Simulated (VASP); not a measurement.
# Se (P3_121) in VASP: settings compared

Aim: see how the results for Se move with the level of theory and the settings. Levels: PBEsol, PBE+D3(BJ). Tasks: relaxation of cell and atoms.

Everything below comes from runs of VASP 6.6.1. Logs are shortened: lines on timing, memory, paths and dates and some standing lists are left out, and cuts for length are marked.

**1. Starting point**

The structure is trigonal, space group P3_121 (No. 152). The conventional cell has a = 4.032 Å, b = 4.032 Å, c = 5.131 Å, α = 90.00°, β = 90.00°, γ = 120.00°. Se (site symmetry 2) is surrounded by 2 Se at 2.44 Å.

**2. Relaxation of cell and atoms, PBEsol**

INCAR reads:

```
  PREC = Accurate
  ENCUT = 600
  EDIFF = 1E-7
  ISMEAR = 0
  SIGMA = 0.03
  LREAL = F
  LASPH = T
  NELM = 80
  ALGO = Normal
  ISIF = 3
  LWAVE = F
  LCHARG = F
  GGA = PS
  IBRION = 2
  NSW = 90
  EDIFFG = -0.005
```

KPOINTS reads:

```
regular mesh
0
Gamma
  9 9 6
```

POSCAR reads:

```
Se                                      
1.0
    4.0320529474     -0.0000000000     -0.0000000000
   -2.0160264737      3.4918602819      0.0000000000
    0.0000000000      0.0000000000      5.1314862028
  Se            
     3
Direct
     0.2494748711208578    0.0000000000000000    0.3333333332999970
     0.9999999999999999    0.2494748711208579    0.6666666667000030
     0.7505251288791420    0.7505251288791422    0.0000000000000000
```

Potentials or basis: VASP PAW PBE potentials, release 64 (Se).

Launch:

```
cat potpaw_PBE.64/Se/POTCAR > POTCAR
mpirun -np 1 vasp_std > vasp.out
```

OUTCAR:

```text
PREC = Accurate
   ENCUT = 600
   EDIFF = 1E-7
   ISMEAR = 0
   LREAL = F
   LASPH = T
   NELM = 80
   ISIF = 3
   GGA = PS
   IBRION = 2
   NSW = 90
   EDIFFG = -0.005

 ion  position               nearest neighbor table
   1  0.249  0.000  0.333-   3 2.44   2 2.44
   2  0.000  0.249  0.667-   3 2.44   1 2.44
   3  0.751  0.751  0.000-   1 2.44   2 2.44

  LATTYP: Found a hexagonal cell.
 ALAT       =     4.0320529474
 C/A-ratio  =     1.2726733180

  Lattice vectors:

 A1 = (   4.0320529474,   0.0000000000,   0.0000000000)
 A2 = (  -2.0160264737,   3.4918602819,   0.0000000000)
 A3 = (   0.0000000000,   0.0000000000,   5.1314862028)

Analysis of symmetry for initial positions (statically):
=====================================================================
 Subroutine PRICEL returns:
 Original cell was already a primitive cell.

 Routine SETGRP: Setting up the symmetry group for a
 hexagonal supercell.

 Subroutine GETGRP returns: Found  6 space group operations
 (whereof  2 operations were pure point group operations)
 out of a pool of 24 trial point group operations.

The static configuration has the point symmetry C_2 .
 The point group associated with its full space group is D_3 .

Analysis of symmetry for dynamics (positions and initial velocities):
=====================================================================
 Subroutine PRICEL returns:
 Original cell was already a primitive cell.

 Routine SETGRP: Setting up the symmetry group for a
 hexagonal supercell.

 Subroutine GETGRP returns: Found  6 space group operations
 (whereof  2 operations were pure point group operations)
 out of a pool of 24 trial point group operations.

The dynamic configuration has the point symmetry C_2 .
 The point group associated with its full space group is D_3 .

 Subroutine INISYM returns: Found  6 space group operations
 (whereof  2 operations are pure point group operations),
 and found     1 'primitive' translations

----------------------------------------------------------------------------------------

                                     Primitive cell

  volume of cell :      72.2481

  direct lattice vectors                    reciprocal lattice vectors
     4.032052947  0.000000000  0.000000000     0.248012616  0.143190151  0.000000000
    -2.016026474  3.491860282  0.000000000     0.000000000  0.286380301  0.000000000
     0.000000000  0.000000000  5.131486203     0.000000000  0.000000000  0.194875317

  length of vectors
[... 102 lines left out ...]
   IMIX   =      4    mixing-type and parameters
     AMIX     =   0.40;   BMIX     =  1.00
     AMIX_MAG =   1.60;   BMIX_MAG =  1.00
  volume/ion in A,a.u.               =      24.08       162.52
  Fermi-wavevector in a.u.,A,eV,Ry     =   1.030126  1.946655 14.437946  1.061159
  Thomas-Fermi vector in A             =   2.164208
   LORBIT       =      0    0 simple, 1 ext, 2 COOP (PROOUT), +10 PAW based schemes
   GGA     = PS    functional components
   LHFCALC =     F    Hartree Fock is set to
   AEXX    =    0.0000 exact exchange contribution
   IVDW    =     0    specifies the selected vdW correction
   LEPSILON=     F    determine dielectric tensor
   LRPA    =     F    only Hartree local field effects (RPA)
 conjugate gradient relaxation of ions
 non-spin polarized calculation
 Gauss-broadening in eV      SIGMA  =   0.03
  energy-cutoff  :      600.00
  volume of cell :       72.25
 maximum number of plane-waves:      2426
   NGX = 17   NGY = 17   NGZ = 21

--------------------------------------- Ionic step        1  -------------------------------------------

 number of electron      18.0000004 magnetization

 Free energy of the ion-electron system (eV)
  ---------------------------------------------------
  ext. energy  EPLUGINS =         0.00000000
  ---------------------------------------------------
  free energy    TOTEN  =       -11.56079109 eV

  energy without entropy =      -11.56079109  energy(sigma->0) =      -11.56079109

------------------------ aborting loop because EDIFF is reached ----------------------------------------

  FORCE on cell =-STRESS in cart. coord.  units (eV):
  Direction    XX          YY          ZZ          XY          YZ          ZX
  --------------------------------------------------------------------------------------
  -------------------------------------------------------------------------------------
  Total        0.0211747      0.0211747     -0.0040307      0.0000000      0.0000000     -0.0000000
  in kB        0.4695704      0.4695704     -0.0893854      0.0000000      0.0000000     -0.0000000
  external PRESSURE =       0.2832518 kB  Pullay stress =       0.0000000 kB
[... 135 lines left out ...]
--------------------------------------- Ionic step        5  -------------------------------------------

 number of electron      18.0000004 magnetization

 Free energy of the ion-electron system (eV)
  ---------------------------------------------------
  ext. energy  EPLUGINS =         0.00000000
  ---------------------------------------------------
  free energy    TOTEN  =       -11.56081069 eV

  energy without entropy =      -11.56081069  energy(sigma->0) =      -11.56081069

 E-fermi :   3.9295     XC(G=0):  -9.6937

 val. band max:        3.7589349596   @ k =   0.3333   0.3333   0.5000
 cond. band min:       4.1856181336   @ k =   0.3333   0.3333   0.5000
 fundamental gap:      0.4266831740
 Fermi energy:         3.9295322210

 k-point     1 :       0.0000    0.0000    0.0000
  band No.  band energies     occupation
      1     -12.3136      2.00000
      2      -8.2196      2.00000
      3      -8.2196      2.00000
      4       0.0693      2.00000
      5       0.3121      2.00000
      6       0.3121      2.00000
      7       1.8496      2.00000
      8       1.8496      2.00000
      9       3.1890      2.00000
     10       5.1719      0.00000
     11       5.1719      0.00000
     12       5.7787      0.00000
     13      10.0103      0.00000
[... 354 lines left out ...]
  band No.  band energies     occupation
      1     -11.6554      2.00000
      2      -9.2347      2.00000
      3      -7.4876      2.00000
      4      -1.7028      2.00000
      5      -1.1517      2.00000
      6       0.0494      2.00000
      7       1.5512      2.00000
      8       2.3638      2.00000
      9       3.0891      2.00000
     10       5.0330      0.00000
     11       5.7644      0.00000
     12       6.1151      0.00000
     13       8.8569      0.00000

 [... further k-points ...]
[... 5 lines left out ...]
  --------------------------------------------------------------------------------------
  -------------------------------------------------------------------------------------
  Total       -0.0039059     -0.0039059     -0.0066107      0.0000000      0.0000000      0.0000000
  in kB       -0.0865476     -0.0865476     -0.1464820      0.0000000      0.0000000      0.0000000
  external PRESSURE =      -0.1065257 kB  Pullay stress =       0.0000000 kB
[... 18 lines left out ...]
  FREE ENERGIE OF THE ION-ELECTRON SYSTEM (eV)
  ---------------------------------------------------
  free  energy   TOTEN  =       -11.5608106899 eV

  energy  without entropy=      -11.5608106899  energy(sigma->0) =      -11.56081069

 reached required accuracy - stopping structural energy minimisation
```

OSZICAR:

```text
N       E                     dE             d eps       ncg     rms          rms(c)
DAV:   1     0.910849096987E+02    0.91085E+02   -0.81266E+03  1612   0.131E+03
DAV:   2    -0.512990228923E+01   -0.96215E+02   -0.92138E+02  2157   0.186E+02
DAV:   3    -0.115703383095E+02   -0.64404E+01   -0.63873E+01  1962   0.548E+01
[... 29 lines left out ...]
       N       E                     dE             d eps       ncg     rms          rms(c)
DAV:   1    -0.115608159749E+02   -0.85041E-05   -0.66741E-04  1617   0.157E-01    0.157E-02
DAV:   2    -0.115608121231E+02    0.38517E-05   -0.17506E-05  1862   0.292E-02    0.743E-03
DAV:   3    -0.115608106960E+02    0.14271E-05   -0.36960E-06  1832   0.124E-02    0.245E-03
DAV:   4    -0.115608106899E+02    0.61423E-08   -0.39391E-07  1652   0.433E-03
   5 F= -.11560811E+02 E0= -.11560811E+02  d E =-.103711E-04
```

CONTCAR:

```text
Se
   1.00000000000000
     4.0353945813788972    0.0000000000000000    0.0000000000000000
    -2.0176972906894486    3.4947542218159926   -0.0000000000000000
     0.0000000000000000    0.0000000000000000    5.1271090527280441
  Se
     3
Direct
     0.2495826273240483    0.0000000000000000    0.3333333332999970
     1.0000000000000000    0.2495826273240483    0.6666666667000030
     0.7504173726759519    0.7504173726759519    0.0000000000000000

  0.00000000E+00  0.00000000E+00  0.00000000E+00
  0.00000000E+00  0.00000000E+00  0.00000000E+00
  0.00000000E+00  0.00000000E+00  0.00000000E+00
```

It took 97 s on 1 thread of AMD EPYC 7R13 (Zen 3), shared host; peak memory 0.2 GiB.

What came out:

```yaml
Free_energy: -11.5608 eV
Relaxed_volume: 24.10 Å³/atom
Relaxed_cell: a = 4.035 Å, b = 4.035 Å, c = 5.127 Å, α = 90.00°, β = 90.00°, γ = 120.00°
Space_group_after_relaxing_to_0.05_Å: P3_121 (No. 152)
Energy_gained_by_relaxing: 0.0 meV/atom
Ionic_steps: 5
Pressure_after_relaxing: 0.0 GPa
Largest_force_after_relaxing: 0.004 eV/Å
Band_gap_on_the_k_mesh: 0.43 eV, direct
```

Forces on the atoms (eV/Å):
```
Se  -0.004  0.000  0.000
Se   0.002 -0.003  0.000
Se   0.002  0.003  0.000
```

Final structure:
```
CELL_PARAMETERS angstrom
4.03539 0.00000 0.00000
-2.01770 3.49475 0.00000
0.00000 0.00000 5.12711
ATOMIC_POSITIONS crystal
Se 0.24958 0.00000 0.33333
Se 0.00000 0.24958 0.66667
Se 0.75042 0.75042 0.00000
```

Caveat: the PAW data sets were made with another functional, which shifts forces and pressure a little; an odd mesh through Γ misses points on the zone boundary, where band edges often lie.

**3. Relaxation of cell and atoms, PBE+D3(BJ)**

This run uses another cell than the first one, of 27.26 Å³/atom, 1.132 times its volume.

INCAR reads:

```
  ALGO = Normal
  EDIFF = 1E-6
  EDIFFG = -0.01
  ENCUT = 600
  GGA = PE
  IBRION = 2
  ISIF = 3
  ISMEAR = 0
  IVDW = 12
  KPAR = 2
  LASPH = T
  LCHARG = F
  LREAL = F
  LWAVE = F
  NELM = 80
  NSW = 90
  PREC = Accurate
  SIGMA = 0.03
```

KPOINTS reads:

```
k-points
0
Gamma
  9 9 6
```

POSCAR reads:

```
Se
1.0
    4.3662000000      0.0000000000      0.0000000000
   -2.1831000000      3.7812401180      0.0000000000
    0.0000000000      0.0000000000      4.9536000000
Se
3
Direct
    0.2254000000      0.0000000000      0.3333333333
    0.0000000000      0.2254000000      0.6666666667
    0.7746000000      0.7746000000      0.0000000000
```

Potentials or basis: VASP PAW PBE potentials, release 64 (Se).

Launch:

```
cat potpaw_PBE.64/Se/POTCAR > POTCAR
mpirun -np 2 vasp_std > vasp.out
```

Wall time 3 min (2 MPI ranks of Intel Xeon Platinum 8488C (Sapphire Rapids), shared host); peak memory 0.26 GiB.

The run converged. Its results:

```yaml
Free_energy: -11.4925 eV
Relaxed_volume: 24.48 Å³/atom
Relaxed_cell: a = 4.065 Å, b = 4.065 Å, c = 5.134 Å, α = 90.00°, β = 90.00°, γ = 120.00°
Space_group_after_relaxing_to_0.05_Å: P3_121 (No. 152)
Energy_gained_by_relaxing: 25.4 meV/atom
Ionic_steps: 15
Pressure_after_relaxing: 0.0 GPa
Band_gap_on_the_k_mesh: 0.51 eV, direct
Dispersion_energy_per_atom: -0.356 eV
```

Forces on the atoms (eV/Å):
```
Se   0.003  0.000  0.000
Se  -0.001  0.002  0.000
Se  -0.001 -0.002  0.000
```

Step by step:
| step | energy change (eV) | largest force (eV/Å) | pressure (GPa) | volume (Å³) |
| --- | --- | --- | --- | --- |
| 1 | 0.0000 | 0.4482 | 0.86 | 81.78 |
| 2 | -0.0111 | 0.0980 | -1.80 | 83.51 |
| 3 | -0.0154 | 0.0793 | -0.92 | 82.90 |
| 4 | -0.0280 | 0.0821 | -0.82 | 81.61 |
| 5 | -0.0585 | 0.1045 | -0.28 | 77.77 |
| 6 | -0.0600 | 0.1864 | 2.15 | 70.28 |
| 7 | -0.0717 | 0.1570 | 0.73 | 74.05 |
| 8 | -0.0747 | 0.0748 | -0.61 | 73.96 |
| 9 | -0.0759 | 0.0015 | -0.16 | 74.00 |
| 10 | -0.0759 | 0.0011 | -0.18 | 74.00 |
| 11 | -0.0761 | 0.0056 | -0.10 | 73.67 |
| 12 | -0.0761 | 0.0093 | -0.03 | 73.35 |
| 13 | -0.0761 | 0.0071 | -0.06 | 73.48 |
| 14 | -0.0761 | 0.0100 | 0.06 | 73.43 |
| 15 | -0.0762 | 0.0026 | 0.01 | 73.45 |

Final structure:
```yaml
crystal:
  lattice:
    - [4.06467, 0.00000, 0.00000]
    - [-2.03234, 3.52011, 0.00000]
    - [0.00000, 0.00000, 5.13369]
  atoms:
    - { symbol: Se, position: [0.24775, 0.00000, 0.33333] }
    - { symbol: Se, position: [0.00000, 0.24775, 0.66667] }
    - { symbol: Se, position: [0.75225, 0.75225, 0.00000] }
```

Levels at points of the mesh, in eV from the valence-band top:
```csv
k point,band 6,band 7,band 8,band 9,band 10,band 11,band 12,band 13
"(0.00, 0.00, 0.00)",-3.42,-1.85,-1.85,-0.52,1.47,1.47,2.07,6.42
"(0.00, 0.00, 0.50)",-3.08,-1.37,-1.33,-1.33,0.94,0.97,0.97,5.69
```

Caveat: an odd mesh through Γ misses points on the zone boundary, where band edges often lie; the volume moved by -10 % from the deposited cell, more than functionals usually miss.
